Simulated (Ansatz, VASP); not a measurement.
## BN in VASP and in Ansatz

```
B N
1.0
     0.00000    1.76602    1.76602
     1.76602    0.00000    1.76602
     1.76602    1.76602    0.00000
B N
1 1
Direct
  0.00000 0.00000 0.00000
  0.25000 0.25000 0.25000
```

Change from the starting cell: volume scaled by 0.94, LAPW.

Alike in both runs: task single point; functional PBEsol; k mesh 17 × 17 × 17; occupations fermi-dirac, width 0.08 eV; no spin polarisation.

|  | VASP | Ansatz |
| --- | --- | --- |
| version | VASP 6.6.1 | Ansatz 0.2.0 |
| potentials or method | VASP PAW PBE potentials, release 64 (B, N), cutoff 520 eV | all-electron LAPW, scalar-relativistic |

|  | VASP | Ansatz | Ansatz less VASP |
| --- | --- | --- | --- |
| gap on the k mesh at the Fermi level (eV) | 4.39 | 4.40 | +0.011 |
| pressure (GPa) | 27.6 | 26.8 | -0.84 |

Ansatz ran all-electron here, so the differences hold the error of VASP's frozen core and of both bases.

Caveats: so large a pressure means that the cell lies far from this level's equilibrium, or that cutoff or potentials fall short (VASP); the potentials were made for another functional, which shifts forces and pressure (VASP); an odd mesh through Γ misses points on the zone boundary, where band edges often lie.
